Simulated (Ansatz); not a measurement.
# SiC: one candidate of a structure search

Aim: relax a trial structure of SiC and see where it ends.

Program: Ansatz 0.2.0. Level of theory: DFT PBE, scalar-relativistic, plane waves, PAW. These are calculated values, not measurements.

**1. The structure to begin with**

The structure is orthorhombic, space group Fmm2 (No. 42). The conventional cell has a = 2.873 Å, b = 7.834 Å, c = 4.977 Å, α = 90.00°, β = 90.00°, γ = 90.00°. Around Si (site symmetry mm2) lie 3 C at 1.66 Å. C (site symmetry mm2) is surrounded by 3 Si at 1.66 Å.

Structure file:

```
CELL_PARAMETERS angstrom
0.00000 3.91709 2.48855
1.43673 0.00000 2.48855
1.43673 3.91709 0.00000
ATOMIC_POSITIONS crystal
Si 0.66667 0.66667 0.33333
C 0.33333 0.33333 0.66667
```

The start is an ordering of an alloy on its end members' structure types: elements ordered on the sites of the C type, Si/C on C (Fmm2, No. 42).

**2. A first look at the guess**

File input.yaml:

```yaml
crystal:
  lattice:
    - [0.0, 3.91708952, 2.4885453]
    - [1.43673418, 0.0, 2.4885453]
    - [1.43673418, 3.91708952, 0.0]
  atoms:
    - { symbol: Si, position: [0.66667001, 0.66667001, 0.33332999] }
    - { symbol: C, position: [0.33332999, 0.33332999, 0.66667001] }
basis:
  ecutwfc: 420
kpoints:
  mp_grid: { grid: [8, 8, 8] }
hamiltonian:
  xc: pbe
scf:
  occupations: { method: gaussian, width: 0.1 }
  lower_state_search: "off"
output:
  forces: true
  stress: true
  eigenvalues: true
```

On the command line:

```bash
> ansatz run input.yaml --threads 1 --pin off --max-ram 2560MiB --backend cpu --events-out ev --progress --plain --runs-dir out
```

The log of the run, shortened:

```text
Warning: RAYON_NUM_THREADS=1 ignored (pool sized by the plan → 1); use --threads N
[...]
Pseudopotentials: kind: paw
Pseudopotential: Si, paw, valence charge 4, recommended cutoff 420 eV (normal), Si.paw.azcp
Pseudopotential: C, paw, valence charge 4, recommended cutoff 420 eV (normal), C.paw.azcp
Functional definition: PBE
[...]
Crystal: 2 atoms, lattice volume = 28.010 Å³
Basis set: ecut = 420 eV, 541 PW (Γ), exchange–correlation on 64×40×60 points (8 copies of the dense FFT grid, shifted against one another)
Bands: 8, of which v1, the nominal top of the filled ones, is band 4 counted from 1 (3 counted from 0)
Symmetry: 4 space group operations
Space group: Fmm2 (ITA 42), of the structure as read, at distance tolerance 3.0e-5 Å
k-points: 95 of 512 (time reversal used)
[...]
SCF iter   1: F=—  HF=-885.392189 eV  |F-HF|=—  |Δ(HF+E_count)|=         —  Δρ=4.59e-3  dr2=1.15e-2  ethr=1.77e-3  ⟨swp⟩=5.9  Hψ=6611  notcnv=0
[...]
SCF iter   6: F=-885.389049 eV  HF=-885.389049 eV  |F-HF|=9.03e-10  |Δ(HF+E_count)|=   3.95e-8  Δρ=2.26e-6  dr2=1.15e-9  ethr=1.23e-9  ⟨swp⟩=3.5  Hψ=3629  notcnv=0
[...]
SCF converged after 6 iterations
Free energy (F): -885.389049 eV
[...]
E sigma→0 (E₀):  -885.389049 eV
Fermi energy:    6.342450 eV
[...]
--- Forces (eV/Å), atoms counted from 1 ---
  atom   1  Si     0.00000000     0.00000000     0.02343699
  atom   2  C      0.00000000     0.00000000    -0.02343849
[...]
--- Stress (GPa, compression-positive) ---
       63.409957       0.000000       0.000000
        0.000000       0.161612       0.000000
        0.000000       0.000000      62.751883
  P = ⅓ Tr σ = 42.1078 GPa (421.078 kbar)
--- Band table (eV; the first three rows and the last of 95) ---
  k-point 0: bands = ["-9.4193", "1.7626", "4.3014", "4.3241", "7.8022", "14.5851", "14.7072", "16.1303"]
[...]
```

Wall time 2.8 s (1 thread of Arm Neoverse V2, shared host); peak memory 0.3 GiB.

The probe gives pressure 42.1 GPa, largest force 0.02 eV/Å, gap on this mesh 1.86 eV. A guess like this is first relaxed loosely on the coarse mesh.

**3. Rough relaxation on the coarse mesh**

Edit input.yaml of step 2 so:

```diff
@@ -21 +21,6 @@
   eigenvalues: true
+relax:
+  adjacent_minimum: "off"
+  f_tol: 0.04
+  max_steps: 70
+  cell: { stress_tol: 0.4 }
```

On the command line:

```bash
> ansatz run input.yaml --threads 1 --pin off --max-ram 2560MiB --backend cpu --events-out ev --progress --plain --runs-dir out
```

The log of the run:

```text
Warning: RAYON_NUM_THREADS=1 ignored (pool sized by the plan → 1); use --threads N
Engine: ansatz 0.2.0, aarch64-unknown-linux-gnu
Pseudopotentials: kind: paw
Pseudopotential: Si, paw, valence charge 4, recommended cutoff 420 eV (normal), Si.paw.azcp
Pseudopotential: C, paw, valence charge 4, recommended cutoff 420 eV (normal), C.paw.azcp
Functional definition: PBE
  parameter kappa = 0.804
  parameter beta = 0.06672455060314922
  exchange = pbe_x(kappa = kappa, mu = beta*pi^2/3)
  correlation = pbe_c(beta = beta)
Crystal: 2 atoms, lattice volume = 28.010 Å³
Basis set: ecut = 420 eV, 541 PW (Γ), exchange–correlation on 64×40×60 points (8 copies of the dense FFT grid, shifted against one another)
Bands: 8, of which v1, the nominal top of the filled ones, is band 4 counted from 1 (3 counted from 0)
Symmetry: 4 space group operations
Space group: Fmm2 (ITA 42), of the structure as read, at distance tolerance 3.0e-5 Å
k-points: 95 of 512 (time reversal used)
Non-local potential: Si, projectors of the file, l = 0: 2, l = 1: 2, l = 2: 2
Non-local potential: C, projectors of the file, l = 0: 2, l = 1: 2, l = 2: 1
PAW form: soft (Blöchl's): semilocal exchange-correlation on the pseudo side does not see the compensation charge
PAW one-centre angular grid: Si, 110 points (default); XC on 64 Gauss nodes
PAW one-centre angular grid: C, 110 points (default); XC on 64 Gauss nodes
Initial density: superposition of atomic densities (neutral atoms: chi_scale 0, normalization atom), corrected by the library's trained network
Initial wavefunctions: pseudopotential atomic-orbital guess
Functional: x = pbe(κ = 0.804, μ = 0.2195149727645171), c = pbe(β = 0.06672455060314922)
SCF iter   1: F=—  HF=-885.392189 eV  |F-HF|=—  |Δ(HF+E_count)|=         —  Δρ=4.59e-3  dr2=1.15e-2  ethr=1.77e-3  ⟨swp⟩=5.9  Hψ=6611  notcnv=0
preconditioner: auto → none  [insulator: Δε(μ)=1.936 eV  Ē_g=13.632 eV  σ=0.100 eV  W_gap=1.00  n_scr=2 (ndim 8)  ℏωp=19.8 eV  f_vac=0.000  D(μ)=0.00/eV (n_scr^D=0)  ε∞_Penn≈3.1]
SCF iter   2: F=—  HF=-885.388963 eV  |F-HF|=—  |Δ(HF+E_count)|=   3.23e-3  Δρ=1.60e-3  dr2=7.67e-4  ethr=1.43e-4  ⟨swp⟩=1.9  Hψ=1739  notcnv=0
SCF iter   3: F=—  HF=-885.388968 eV  |F-HF|=—  |Δ(HF+E_count)|=   4.77e-6  Δρ=5.36e-4  dr2=9.99e-5  ethr=9.58e-6  ⟨swp⟩=2.5  Hψ=1153  notcnv=0
SCF iter   4: F=—  HF=-885.389042 eV  |F-HF|=—  |Δ(HF+E_count)|=   7.39e-5  Δρ=1.44e-4  dr2=3.17e-6  ethr=1.25e-6  ⟨swp⟩=3.0  Hψ=1174  notcnv=0
iter 5 did not close the SCF: its close was put off for the readings that it lacked (scf_convergence_deferred on its scf_iter line)
SCF iter   5: F=-885.389049 eV  HF=-885.389049 eV  |F-HF|=8.07e-9  |Δ(HF+E_count)|=   6.73e-6  Δρ=1.84e-5  dr2=9.85e-8  ethr=3.96e-8  ⟨swp⟩=2.2  Hψ=1100  notcnv=0
SCF iter   6: F=-885.389049 eV  HF=-885.389049 eV  |F-HF|=9.00e-10  |Δ(HF+E_count)|=   3.92e-8  Δρ=2.26e-6  dr2=1.16e-9  ethr=1.23e-9  ⟨swp⟩=3.5  Hψ=3645  notcnv=0
SCF 1 converged in 6 iterations: F = -885.389049 eV  dr2 = 1.16e-9
relax step   1: F+E_penalty+E_count = -885.38904879 eV  Δ(F+E_penalty+E_count) = +0.000e0 eV  max|allowed force component| = 2.344e-2 eV/Å  Δτ_max = 0.0000 Å  P = +42.108 GPa  Ω = 28.010 Å³  (6 SCF iters, dr2 threshold 1.00e-7 eV, accepted)
Crystal: 2 atoms, lattice volume = 30.104 Å³
Basis set: ecut = 420 eV, 573 PW (Γ), exchange–correlation on 64×40×60 points (8 copies of the dense FFT grid, shifted against one another)
Initial density: handed on by an earlier stage of this run
Initial wavefunctions: those handed on with the density
SCF iter   1: F=—  HF=-886.045071 eV  |F-HF|=—  |Δ(HF+E_count)|=         —  Δρ=2.67e-2  dr2=3.03e-1  ethr=3.10e-3  ⟨swp⟩=5.9  Hψ=6099  notcnv=0
preconditioner: auto → none  [insulator: Δε(μ)=1.265 eV  Ē_g=12.727 eV  σ=0.100 eV  W_gap=1.00  n_scr=2 (ndim 8)  ℏωp=19.1 eV  f_vac=0.000  D(μ)=0.00/eV (n_scr^D=0)  ε∞_Penn≈3.3]
SCF iter   2: F=—  HF=-885.957141 eV  |F-HF|=—  |Δ(HF+E_count)|=   8.79e-2  Δρ=9.13e-3  dr2=2.30e-2  ethr=3.10e-3  ⟨swp⟩=2.6  Hψ=2202  notcnv=0
SCF iter   3: F=—  HF=-885.949998 eV  |F-HF|=—  |Δ(HF+E_count)|=   7.14e-3  Δρ=2.17e-3  dr2=8.42e-4  ethr=2.87e-4  ⟨swp⟩=2.5  Hψ=1305  notcnv=0
SCF iter   4: F=—  HF=-885.949635 eV  |F-HF|=—  |Δ(HF+E_count)|=   3.63e-4  Δρ=3.74e-4  dr2=1.61e-5  ethr=1.05e-5  ⟨swp⟩=2.6  Hψ=1139  notcnv=0
SCF iter   5: F=—  HF=-885.949647 eV  |F-HF|=—  |Δ(HF+E_count)|=   1.16e-5  Δρ=2.63e-5  dr2=1.60e-7  ethr=2.50e-9  ⟨swp⟩=5.3  Hψ=5116  notcnv=0
SCF iter   6: F=-885.949647 eV  HF=-885.949647 eV  |F-HF|=3.92e-9  |Δ(HF+E_count)|=   4.92e-8  Δρ=4.64e-6  dr2=3.19e-9  ethr=2.01e-9  ⟨swp⟩=2.6  Hψ=2722  notcnv=0
SCF 2 converged in 6 iterations: F = -885.949647 eV  dr2 = 3.19e-9
relax step   2: F+E_penalty+E_count = -885.94964686 eV  Δ(F+E_penalty+E_count) = -5.606e-1 eV  max|allowed force component| = 2.854e-2 eV/Å  Δτ_max = 0.0003 Å  P = +19.224 GPa  Ω = 30.104 Å³  energy of the carried Pulay correction = -2.117e-3 eV  (6 SCF iters, dr2 threshold 2.00e-7 eV, accepted)
Crystal: 2 atoms, lattice volume = 31.967 Å³
Basis set: ecut = 420 eV, 613 PW (Γ), exchange–correlation on 64×40×60 points (8 copies of the dense FFT grid, shifted against one another)
iter 1 solved again at ethr=2.55e-3 eV; its pass at ethr=3.10e-3 eV (dr2=2.04e-1 eV) is discarded
SCF iter   1: F=—  HF=-886.206348 eV  |F-HF|=—  |Δ(HF+E_count)|=         —  Δρ=2.10e-2  dr2=2.01e-1  ethr=2.55e-3  ⟨swp⟩=1.0  Hψ=7557  notcnv=0
preconditioner: auto → none  [insulator: Δε(μ)=1.161 eV  Ē_g=12.271 eV  σ=0.100 eV  W_gap=1.00  n_scr=2 (ndim 8)  ℏωp=18.6 eV  f_vac=0.000  D(μ)=0.00/eV (n_scr^D=0)  ε∞_Penn≈3.3]
SCF iter   2: F=—  HF=-886.151248 eV  |F-HF|=—  |Δ(HF+E_count)|=   5.51e-2  Δρ=8.25e-3  dr2=2.13e-2  ethr=2.52e-3  ⟨swp⟩=2.1  Hψ=1467  notcnv=0
SCF iter   3: F=—  HF=-886.144790 eV  |F-HF|=—  |Δ(HF+E_count)|=   6.46e-3  Δρ=1.87e-3  dr2=7.10e-4  ethr=2.66e-4  ⟨swp⟩=2.3  Hψ=1446  notcnv=0
SCF iter   4: F=—  HF=-886.144508 eV  |F-HF|=—  |Δ(HF+E_count)|=   2.82e-4  Δρ=2.97e-4  dr2=1.18e-5  ethr=8.87e-6  ⟨swp⟩=2.7  Hψ=1170  notcnv=0
SCF iter   5: F=—  HF=-886.144527 eV  |F-HF|=—  |Δ(HF+E_count)|=   1.83e-5  Δρ=2.20e-5  dr2=1.34e-7  ethr=2.50e-9  ⟨swp⟩=5.1  Hψ=5093  notcnv=0
SCF iter   6: F=-886.144527 eV  HF=-886.144527 eV  |F-HF|=3.05e-9  |Δ(HF+E_count)|=   4.47e-8  Δρ=4.42e-6  dr2=3.51e-9  ethr=1.67e-9  ⟨swp⟩=2.3  Hψ=2734  notcnv=0
SCF 3 converged in 6 iterations: F = -886.144527 eV  dr2 = 3.51e-9
relax step   3: F+E_penalty+E_count = -886.14452680 eV  Δ(F+E_penalty+E_count) = -1.949e-1 eV  max|allowed force component| = 1.671e-2 eV/Å  Δτ_max = 0.0005 Å  P = +3.938 GPa  Ω = 31.967 Å³  energy of the carried Pulay correction = -3.852e-3 eV  (6 SCF iters, dr2 threshold 2.00e-7 eV, accepted)
Crystal: 2 atoms, lattice volume = 32.349 Å³
iter 1 solved again at ethr=1.35e-4 eV; its pass at ethr=3.10e-3 eV (dr2=1.08e-2 eV) is discarded
SCF iter   1: F=—  HF=-886.158629 eV  |F-HF|=—  |Δ(HF+E_count)|=         —  Δρ=4.95e-3  dr2=1.10e-2  ethr=1.35e-4  ⟨swp⟩=1.0  Hψ=6949  notcnv=0
preconditioner: auto → none  [insulator: Δε(μ)=1.325 eV  Ē_g=12.278 eV  σ=0.100 eV  W_gap=1.00  n_scr=2 (ndim 8)  ℏωp=18.5 eV  f_vac=0.000  D(μ)=0.00/eV (n_scr^D=0)  ε∞_Penn≈3.3]
SCF iter   2: F=—  HF=-886.155682 eV  |F-HF|=—  |Δ(HF+E_count)|=   2.95e-3  Δρ=2.02e-3  dr2=1.32e-3  ethr=1.35e-4  ⟨swp⟩=2.1  Hψ=1162  notcnv=0
SCF iter   3: F=—  HF=-886.155298 eV  |F-HF|=—  |Δ(HF+E_count)|=   3.84e-4  Δρ=4.94e-4  dr2=4.66e-5  ethr=1.65e-5  ⟨swp⟩=2.5  Hψ=1117  notcnv=0
SCF iter   4: F=—  HF=-886.155294 eV  |F-HF|=—  |Δ(HF+E_count)|=   3.37e-6  Δρ=6.95e-5  dr2=6.59e-7  ethr=5.83e-7  ⟨swp⟩=2.5  Hψ=1142  notcnv=0
SCF iter   5: F=-886.155295 eV  HF=-886.155295 eV  |F-HF|=2.80e-9  |Δ(HF+E_count)|=   2.22e-7  Δρ=4.46e-6  dr2=4.12e-9  ethr=2.50e-9  ⟨swp⟩=6.2  Hψ=4306  notcnv=0
SCF 4 converged in 5 iterations: F = -886.155295 eV  dr2 = 4.12e-9
relax step   4: F+E_penalty+E_count = -886.15529467 eV  Δ(F+E_penalty+E_count) = -1.077e-2 eV  max|allowed force component| = 8.420e-3 eV/Å  Δτ_max = 0.0003 Å  P = +0.509 GPa  Ω = 32.349 Å³  energy of the carried Pulay correction = -4.168e-3 eV  (5 SCF iters, dr2 threshold 2.00e-7 eV, accepted)
Crystal: 2 atoms, lattice volume = 32.303 Å³
Basis set: ecut = 420 eV, 621 PW (Γ), exchange–correlation on 64×40×60 points (8 copies of the dense FFT grid, shifted against one another)
iter 1 solved again at ethr=1.17e-6 eV; its pass at ethr=3.10e-3 eV (dr2=9.34e-5 eV) is discarded
SCF iter   1: F=—  HF=-886.155724 eV  |F-HF|=—  |Δ(HF+E_count)|=         —  Δρ=6.13e-4  dr2=1.25e-4  ethr=1.17e-6  ⟨swp⟩=2.0  Hψ=6871  notcnv=0
preconditioner: auto → none  [insulator: Δε(μ)=1.360 eV  Ē_g=12.298 eV  σ=0.100 eV  W_gap=1.00  n_scr=2 (ndim 8)  ℏωp=18.5 eV  f_vac=0.000  D(μ)=0.00/eV (n_scr^D=0)  ε∞_Penn≈3.3]
SCF iter   2: F=—  HF=-886.155713 eV  |F-HF|=—  |Δ(HF+E_count)|=   1.15e-5  Δρ=2.46e-4  dr2=1.84e-5  ethr=1.17e-6  ⟨swp⟩=2.0  Hψ=1107  notcnv=0
SCF iter   3: F=—  HF=-886.155710 eV  |F-HF|=—  |Δ(HF+E_count)|=   2.99e-6  Δρ=1.07e-4  dr2=1.83e-6  ethr=2.30e-7  ⟨swp⟩=2.7  Hψ=1136  notcnv=0
SCF iter   4: F=-886.155711 eV  HF=-886.155711 eV  |F-HF|=2.67e-8  |Δ(HF+E_count)|=   9.60e-7  Δρ=1.11e-5  dr2=2.17e-8  ethr=2.50e-9  ⟨swp⟩=3.2  Hψ=3055  notcnv=0
SCF 5 converged in 4 iterations: F = -886.155711 eV  dr2 = 2.17e-8
relax step   5: F+E_penalty+E_count = -886.15571065 eV  Δ(F+E_penalty+E_count) = -4.160e-4 eV  max|allowed force component| = 4.724e-3 eV/Å  Δτ_max = 0.0001 Å  P = -0.037 GPa  Ω = 32.303 Å³  energy of the carried Pulay correction = -4.102e-3 eV  (4 SCF iters, dr2 threshold 2.00e-7 eV, accepted)
Basis set: ecut = 420 eV, 621 PW (Γ), exchange–correlation on 64×48×60 points (8 copies of the dense FFT grid, shifted against one another)
Initial wavefunctions: pseudopotential atomic-orbital guess (no wavefunctions were taken with the density)
iter 1 solved again at ethr=5.47e-7 eV; its pass at ethr=3.10e-3 eV (dr2=4.37e-5 eV) is discarded
SCF iter   1: F=—  HF=-886.166166 eV  |F-HF|=—  |Δ(HF+E_count)|=         —  Δρ=7.91e-4  dr2=3.61e-5  ethr=5.47e-7  ⟨swp⟩=2.7  Hψ=8558  notcnv=0
preconditioner: auto → none  [insulator: Δε(μ)=1.370 eV  Ē_g=12.302 eV  σ=0.100 eV  W_gap=1.00  n_scr=2 (ndim 8)  ℏωp=18.5 eV  f_vac=0.000  D(μ)=0.00/eV (n_scr^D=0)  ε∞_Penn≈3.3]
SCF iter   2: F=—  HF=-886.166219 eV  |F-HF|=—  |Δ(HF+E_count)|=   5.37e-5  Δρ=3.87e-4  dr2=8.45e-6  ethr=4.52e-7  ⟨swp⟩=2.5  Hψ=1137  notcnv=0
SCF iter   3: F=—  HF=-886.166236 eV  |F-HF|=—  |Δ(HF+E_count)|=   1.63e-5  Δρ=1.75e-4  dr2=1.56e-6  ethr=1.06e-7  ⟨swp⟩=2.4  Hψ=1168  notcnv=0
SCF iter   4: F=—  HF=-886.166239 eV  |F-HF|=—  |Δ(HF+E_count)|=   3.93e-6  Δρ=8.38e-6  dr2=6.04e-9  ethr=1.95e-8  ⟨swp⟩=2.0  Hψ=1133  notcnv=0
SCF iter   5: F=—  HF=-886.166239 eV  |F-HF|=—  |Δ(HF+E_count)|=   5.20e-7  Δρ=4.65e-7  dr2=2.91e-11  ethr=1.60e-11  ⟨swp⟩=5.4  Hψ=3159  notcnv=0
SCF iter   6: F=-886.166239 eV  HF=-886.166239 eV  |F-HF|=4.55e-13  |Δ(HF+E_count)|=  3.19e-11  Δρ=5.23e-8  dr2=4.62e-13  ethr=1.00e-12  ⟨swp⟩=1.5  Hψ=2328  notcnv=0
SCF 6 converged in 6 iterations: F = -886.166239 eV  dr2 = 4.62e-13
relax step   6: F+E_penalty+E_count = -886.16623894 eV  Δ(F+E_penalty+E_count) = -1.053e-2 eV  max|allowed force component| = 4.422e-3 eV/Å  Δτ_max = 0.0000 Å  P = +0.386 GPa  Ω = 32.303 Å³  stress off target by 5.55e-1 GPa  SCF on the basis re-selected at this cell (its energy is not comparable with the rows above)  (6 SCF iters)
basis re-selected at this cell: Δ(F+E_penalty+E_count) = -1.053e-2 eV, ΔP = +0.423 GPa vs the last step (what re-selecting the basis moved, of the pressure what is left beyond the Pulay correction that the steps carried, after the strain that the cell walked since its last selection, with what the two solves' SCF thresholds leave and, on support functions, any second-order correction that the steps lacked; it is no measure of the basis error at this ecutwfc). The dense FFT grid was sized anew with the basis: this SCF ran on 32×24×30 points, the steps before it on 32×20×30, so part of this shift can come from that change (see relax.cell in the input reference). This SCF's stress stands 5.55e-1 GPa from its target on what of the cell is left free (relax.cell.stress_tol is 4.00e-1 GPa) and its largest allowed force component is 4.42e-3 eV/Å (relax.f_tol is 4.00e-2 eV/Å): not within both, so this SCF does not close the relaxation
Crystal: 2 atoms, lattice volume = 32.515 Å³
Basis set: ecut = 420 eV, 629 PW (Γ), exchange–correlation on 64×48×60 points (8 copies of the dense FFT grid, shifted against one another)
iter 1 solved again at ethr=6.86e-6 eV; its pass at ethr=3.10e-3 eV (dr2=5.49e-4 eV) is discarded
SCF iter   1: F=—  HF=-886.166283 eV  |F-HF|=—  |Δ(HF+E_count)|=         —  Δρ=9.64e-4  dr2=4.92e-4  ethr=6.86e-6  ⟨swp⟩=1.1  Hψ=6510  notcnv=0
preconditioner: auto → none  [insulator: Δε(μ)=1.378 eV  Ē_g=12.271 eV  σ=0.100 eV  W_gap=1.00  n_scr=2 (ndim 8)  ℏωp=18.4 eV  f_vac=0.000  D(μ)=0.00/eV (n_scr^D=0)  ε∞_Penn≈3.3]
SCF iter   2: F=—  HF=-886.166167 eV  |F-HF|=—  |Δ(HF+E_count)|=   1.16e-4  Δρ=4.34e-4  dr2=5.71e-5  ethr=6.15e-6  ⟨swp⟩=2.2  Hψ=1076  notcnv=0
SCF iter   3: F=—  HF=-886.166154 eV  |F-HF|=—  |Δ(HF+E_count)|=   1.32e-5  Δρ=1.09e-4  dr2=3.78e-6  ethr=7.14e-7  ⟨swp⟩=2.5  Hψ=1126  notcnv=0
SCF iter   4: F=-886.166155 eV  HF=-886.166155 eV  |F-HF|=1.31e-7  |Δ(HF+E_count)|=   1.04e-6  Δρ=2.55e-5  dr2=1.40e-7  ethr=2.50e-9  ⟨swp⟩=3.2  Hψ=3309  notcnv=0
SCF 7 converged in 4 iterations: F = -886.166155 eV  dr2 = 1.40e-7
relax step   7: F+E_penalty+E_count = -886.16615503 eV  Δ(F+E_penalty+E_count) = +8.391e-5 eV  max|allowed force component| = 3.519e-3 eV/Å  Δτ_max = 0.0001 Å  P = +0.025 GPa  Ω = 32.515 Å³  energy of the carried Pulay correction = -2.359e-4 eV  (4 SCF iters, dr2 threshold 2.00e-7 eV, accepted)
iter 1 solved again at ethr=5.08e-7 eV; its pass at ethr=3.10e-3 eV (dr2=4.07e-5 eV) is discarded
SCF iter   1: F=—  HF=-886.166416 eV  |F-HF|=—  |Δ(HF+E_count)|=         —  Δρ=3.51e-5  dr2=1.72e-7  ethr=5.08e-7  ⟨swp⟩=2.7  Hψ=8558  notcnv=0
preconditioner: auto → none  [insulator: Δε(μ)=1.391 eV  Ē_g=12.279 eV  σ=0.100 eV  W_gap=1.00  n_scr=2 (ndim 8)  ℏωp=18.4 eV  f_vac=0.000  D(μ)=0.00/eV (n_scr^D=0)  ε∞_Penn≈3.2]
SCF iter   2: F=—  HF=-886.166418 eV  |F-HF|=—  |Δ(HF+E_count)|=   2.31e-6  Δρ=1.72e-5  dr2=4.75e-8  ethr=2.15e-9  ⟨swp⟩=2.6  Hψ=1098  notcnv=0
SCF iter   3: F=—  HF=-886.166419 eV  |F-HF|=—  |Δ(HF+E_count)|=   1.17e-7  Δρ=7.37e-6  dr2=2.04e-8  ethr=5.94e-10  ⟨swp⟩=2.0  Hψ=1132  notcnv=0
SCF iter   4: F=-886.166419 eV  HF=-886.166419 eV  |F-HF|=1.37e-10  |Δ(HF+E_count)|=   4.99e-9  Δρ=7.24e-7  dr2=7.95e-11  ethr=1.60e-11  ⟨swp⟩=3.2  Hψ=3104  notcnv=0
SCF 8 converged in 4 iterations: F = -886.166419 eV  dr2 = 7.95e-11
relax step   8: F+E_penalty+E_count = -886.16641857 eV  Δ(F+E_penalty+E_count) = -2.635e-4 eV  max|allowed force component| = 3.521e-3 eV/Å  Δτ_max = 0.0000 Å  P = +0.029 GPa  Ω = 32.515 Å³  stress off target by 4.49e-2 GPa  SCF on the basis re-selected at this cell (its energy is not comparable with the rows above)  (4 SCF iters)
basis re-selected at this cell: Δ(F+E_penalty+E_count) = -2.635e-4 eV, ΔP = +0.003 GPa vs the last step (what re-selecting the basis moved, of the pressure what is left beyond the Pulay correction that the steps carried, after the strain that the cell walked since its last selection, with what the two solves' SCF thresholds leave and, on support functions, any second-order correction that the steps lacked; it is no measure of the basis error at this ecutwfc). This SCF's stress stands 4.49e-2 GPa from its target on what of the cell is left free (relax.cell.stress_tol is 4.00e-1 GPa) and its largest allowed force component is 3.52e-3 eV/Å (relax.f_tol is 4.00e-2 eV/Å): within both
SCF converged after 4 iterations
Free energy (F): -886.166419 eV
Harris-Foulkes:  -886.166419 eV  (|F-HF|=1.37e-10)
Internal energy: -886.166419 eV  (E = F + TS)
E sigma→0 (E₀):  -886.166419 eV
Fermi energy:    5.162849 eV
--- Per-component energies (eV) ---
  E_band       = -10.980205
  E_kinetic    = 131.462621
  E_local      = -228.413237  (includes V_loc(G=0)·N_el)
  E_nonlocal   = 52.658942
  E_hartree    = 74.467867
  E_xc         = -103.473950
  E_vxc        = -106.509531  (∫ρ·V_xc dr)
  E_paw        = -612.022563  (= ΣΔE_a)
  E_vpaw       = -9.114713  (= ΣTr[D̂ρ^β])
  E_aug_tail   = 0.000015  (compensation charges beyond the density's cutoff)
  E_ewald      = -200.846114
  E_smearing   = -0.000000  (= −TS)
  E_closure    = 0.000000  (closes the sum)
  Σ components = -886.166419   (vs F -886.166419, Δ=0.00e0)
--- Forces (eV/Å), atoms counted from 1 ---
  atom   1  Si    -0.00000000     0.00000000    -0.00352140
  atom   2  C      0.00000000    -0.00000000     0.00352106
  max |Σ_I F_I| component: 3.39e-7 eV/Å
--- Stress (GPa, compression-positive) ---
        0.013801       0.000000       0.000000
        0.000000       0.044878      -0.000000
        0.000000      -0.000000       0.027642
  P = ⅓ Tr σ = 0.0288 GPa (0.288 kbar)
--- Band table (eV; the first three rows and the last of 95) ---
  k-point 0: bands = ["-9.5515", "1.4870", "2.9099", "2.9229", "6.6464", "11.7114", "11.8330", "12.2451"]
  k-point 1: bands = ["-9.2863", "1.6248", "1.8775", "2.6335", "7.2131", "11.1350", "12.4753", "12.5491"]
  k-point 2: bands = ["-8.5148", "-0.2577", "2.0512", "2.1201", "8.1351", "10.0495", "10.6391", "14.5663"]
  k-point 94: bands = ["-6.5572", "-3.7382", "1.3906", "4.1629", "7.9555", "8.0003", "11.4448", "13.6876"]
--- Relaxed structure (6 steps of the walk, 6 accepted, 2 SCFs on fresh bases) ---
  F+E_penalty+E_count = -886.16641857 eV   max|allowed force component| = 3.521e-3 eV/Å   (the final SCF, on the basis selected at the relaxed cell)
  cell:  # Å, volume = 32.5149 Å³
    - [0.0, 3.913626800151087, 2.67827439924962]
    - [1.5510216488155675, 0.0, 2.67827439924962]
    - [1.5510216488155675, 3.913626800151087, 0.0]
  atoms:
    - { symbol: Si, position: [0.66695478204789, 0.6669547820478898, 0.33304521795211006] }
    - { symbol: C, position: [0.3330452179521101, 0.33304521795211, 0.6669547820478899] }
```

Run time: 29 s. Hardware: 1 thread of Arm Neoverse V2, shared host; peak memory 0.33 GiB.

Step by step:

| step | E - E(step 1) (eV/cell) | largest force component (eV/Å) | pressure (GPa) | volume (Å³) |
| --- | --- | --- | --- | --- |
| 1 | 0.0000 | 0.0234 | 42.11 | 28.01 |
| 2 | -0.5606 | 0.0285 | 19.22 | 30.10 |
| 3 | -0.7555 | 0.0167 | 3.94 | 31.97 |
| 4 | -0.7662 | 0.0084 | 0.51 | 32.35 |
| 5 | -0.7667 | 0.0047 | -0.04 | 32.30 |
| 6 | -0.7772 | 0.0044 | 0.39 | 32.30 |
| 7 | -0.7771 | 0.0035 | 0.03 | 32.51 |
| 8 | -0.7774 | 0.0035 | 0.03 | 32.51 |

Step 1 is the start. Steps 6, 8 each repeat the geometry before them on a plane-wave basis chosen anew, so the energy can jump there without any move.

Lengths and angles in the start's conventional setting:

|  | before | after | change |
| --- | --- | --- | --- |
| a (Å) | 2.873 | 3.102 | +8.0 % |
| b (Å) | 7.834 | 7.827 | -0.1 % |
| c (Å) | 4.977 | 5.357 | +7.6 % |
| volume (Å³/atom) | 14.01 | 16.26 | +16.1 % |
| shortest distance (Å) | 1.659 | 1.788 | +7.8 % |
| space group (0.01 Å) | Fmm2 | Fmm2 | same |

The end holds layers, chains or molecules that no bond joins, and this functional has no dispersion term, so the space between them comes out too large.

The run keeps the 4 symmetry operations of the start, so it could not have lowered the symmetry.

(Part 1 of 2 ends here.)
